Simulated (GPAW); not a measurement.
Runs of GPAW 26.7.0 on ZnSiP2. It takes space group I-42d (No. 122, tetragonal). Conventional cell: a = 5.373 Å, b = 5.373 Å, c = 10.460 Å, α = 90.00°, β = 90.00°, γ = 90.00°. Around Zn (site symmetry -4) lie 4 P at 2.36 Å. P (site symmetry 2) is surrounded by 2 Si at 2.25 Å and 2 Zn at 2.36 Å. Si (site symmetry -4) is surrounded by 4 P at 2.25 Å. The cell is a database's computed one.

```csv
task,level,potentials or basis,cell,k mesh,cutoff (eV),convergence,supercell,supercell k mesh,displacement,relaxed first,gap on the mesh (eV),pressure (GPa),largest force (eV/Å)
single point,PBE,"GPAW PAW data sets (gpaw-data 1.2.1), pw",as given,7 × 7 × 7,600,-,-,-,-,-,1.31,2.5,0.08
phonons,WC,"PAW data sets generated in the run's folder for this functional, pw",atoms relaxed,4 × 4 × 4,510,density=1e-06 eigenstates=1e-09,1 × 1 × 1,4 × 4 × 4,0.01,ions,(b),-0.7,-
band structure,PBE,"GPAW PAW data sets (gpaw-data 1.2.1), pw",as given,5 × 5 × 5,600,-,-,-,-,-,1.31,2.5,0.07
band structure,LDA,"the program's PAW data sets (release 1.2.1) made for this functional, pw",as given,5 × 5 × 5,600,-,-,-,-,-,1.19,-2.7,(a)
```

Alike in all rows: no spin polarisation; smearing fermi-dirac 0.05 eV.

Question: Estimate the missing entries.

Answer: (a) 0.26; (b) 1.17.

Caveats: an odd mesh through Γ misses points on the zone boundary, where band edges often lie (some runs); the cutoff is short for stress and forces, so pressures can be off by a GPa or more (some runs); the LO-TO splitting is left out (some runs).

Not every run made on this cell is shown here.
